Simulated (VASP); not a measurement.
BaTiO3:

```xyz
5
Lattice="3.9998 0.0000 0.0000 0.0000 3.9998 0.0000 0.0000 0.0000 4.0180" Properties=species:S:1:pos:R:3 pbc="T T T"
Ba    0.0000    0.0000    0.0000
Ti    1.9999    1.9999    1.9688
O     1.9999    1.9999    0.0763
O     1.9999    0.0000    2.0773
O     0.0000    1.9999    2.0773
```

| Item | Value |
| --- | --- |
| Program | VASP 6.6.1 |
| Task | relaxation of cell and atoms |
| Functional | PBE |
| Potentials or basis | VASP PAW PBE potentials, release 64 (Ba_sv, Ti_sv, O) |
| Cutoff | 600 eV |
| k mesh | 8 × 8 × 8 |
| Occupations | gaussian, width 0.03 eV |
| Spin | no spin polarisation |

At the start: pressure 4.1 GPa; volume 12.86 Å³/atom.

Problem. Where does the relaxation end?

Solution. Over 20 steps the energy falls by 11.3 meV/atom and the volume is 13.49 Å³/atom (+5.0 %); space group P4mm (No. 99, to 0.05 Å).

Step by step:
| step | energy change (eV) | largest force (eV/Å) | pressure (GPa) | volume (Å³) |
| --- | --- | --- | --- | --- |
| 1 | 0.0000 | 0.2772 | 4.06 | 64.28 |
| 2 | -0.0132 | 0.4553 | -3.17 | 67.36 |
| 3 | -0.0242 | 0.3758 | -0.43 | 66.09 |
| 4 | -0.0337 | 0.2276 | -0.16 | 66.19 |
| 5 | -0.0399 | 0.1473 | 0.49 | 66.37 |
| 6 | -0.0452 | 0.1456 | 0.15 | 66.73 |
| 7 | -0.0481 | 0.1981 | -0.48 | 67.67 |
| 8 | -0.0487 | 0.1743 | -0.37 | 67.41 |
| 9 | -0.0528 | 0.1364 | -0.09 | 67.19 |
| 10 | -0.0531 | 0.1214 | 0.01 | 67.11 |
| 11 | -0.0549 | 0.0851 | 0.37 | 67.02 |
| 12 | -0.0552 | 0.0657 | 0.56 | 66.97 |
| 13 | -0.0558 | 0.0749 | -0.31 | 67.38 |
| 14 | -0.0560 | 0.0514 | -0.05 | 67.26 |
| 15 | -0.0562 | 0.0327 | -0.02 | 67.27 |
| 16 | -0.0563 | 0.0356 | 0.01 | 67.29 |
| 17 | -0.0564 | 0.0143 | 0.07 | 67.31 |
| 18 | -0.0564 | 0.0345 | 0.15 | 67.34 |
| 19 | -0.0565 | 0.0278 | 0.13 | 67.37 |
| 20 | -0.0565 | 0.0094 | -0.03 | 67.46 |

Final structure:
```yaml
crystal:
  lattice:
    - [3.99624, 0.00000, 0.00000]
    - [0.00000, 3.99624, 0.00000]
    - [0.00000, 0.00000, 4.22448]
  atoms:
    - { symbol: Ba, position: [0.00000, 0.00000, 0.99076] }
    - { symbol: Ti, position: [0.50000, 0.50000, 0.47155] }
    - { symbol: O, position: [0.50000, 0.50000, 0.04188] }
    - { symbol: O, position: [0.50000, 0.00000, 0.51940] }
    - { symbol: O, position: [0.00000, 0.50000, 0.51940] }
```
